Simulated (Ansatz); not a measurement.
## Element substitutions in NaCl

Consider NaCl in the rock salt structure (space group Fm-3m, No. 225; a = 5.602 Å).

Each row replaces one element on all its sites; cell and atoms are relaxed.

Levels (all Ansatz, a program for electronic structure, PAW): PBEsol (420 eV, no spin-orbit coupling); HSE06 (420 eV, no spin-orbit coupling).

Band gaps by level, all at the geometries relaxed with PBEsol:

```tsv
case	PBEsol	HSE06
base	5.01 eV	6.57 eV
Cl → F	6.20 eV	8.50 eV
Na → K	5.10 eV	6.59 eV
```

Single points use the geometry relaxed with PBEsol. Stability against distortions was not tested.
